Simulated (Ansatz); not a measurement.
Computed with DFT PBE, scalar-relativistic, plane waves, PAW (Ansatz 0.2.0). All cells share a 420 eV cutoff and Γ-centred k meshes spaced at most about 0.3 Å⁻¹ (about 0.25 or finer for metals, 2π included). No spin polarisation.

Each guess is relaxed in cell and atoms at zero pressure, on a coarse mesh first where it starts far from rest and then on a converged one. The steps can't lower the symmetry of the start, but it can rise. Energies are static (0 K, no zero-point motion).

Two unrelaxed guesses for MgS:

A.

Space group Cmmm (No. 65). a = 3.441 Å, b = 5.097 Å, c = 4.590 Å, α = 90.00°, β = 90.00°, γ = 90.00°
```csv
atom,site,symmetry,x,y,z
Mg,2c,mmm,0.5000,0.0000,0.5000
S,2a,mmm,0.0000,0.0000,0.0000
```

B.

Space group Pm-3m (No. 221). a = 3.520 Å, b = 3.520 Å, c = 3.520 Å, α = 90.00°, β = 90.00°, γ = 90.00°
```csv
atom,site,symmetry,x,y,z
Mg,1b,m-3m,0.5000,0.5000,0.5000
S,1a,m-3m,0.0000,0.0000,0.0000
```

Task: Do they relax into the same structure? If not, which is lower?

Result: No. A ends lower, by 258 meV/atom. A: Cmmm at 20.1 Å³/atom → Cmmm at 24.5 Å³/atom; B: Pm-3m at 21.8 Å³/atom → Pm-3m (caesium chloride type) at 17.6 Å³/atom. Counting S atoms around Mg (those within 1.25 times the shortest such distance or 1.15 times the sum of covalent radii), the end of A has Mg 4 and the end of B has Mg 8. End of A. Conventional cell: a = 3.540 Å, b = 7.943 Å, c = 3.479 Å. Mg is surrounded by 4 S at 2.48 Å; around S lie 4 Mg at 2.48 Å. End of B. Conventional cell: a = 3.276 Å. Around Mg lie 8 S at 2.84 Å and 6 Mg at 3.28 Å; S is surrounded by 8 Mg at 2.84 Å and 6 S at 3.28 Å.

Cells without such a test can be saddle points. Shaken at random and relaxed again, the end of A falls into a cell with the rock salt type, space group Fm-3m (No. 225), 0.36 eV/atom lower and the lowest form computed, so it is a saddle point or a shallow minimum. Weakly bound directions are ill-defined at this level, which has no dispersion term (Cmmm), and this can change margins and order among such cells. Some types were kept out of the candidates beforehand, so the set may lack a known form.
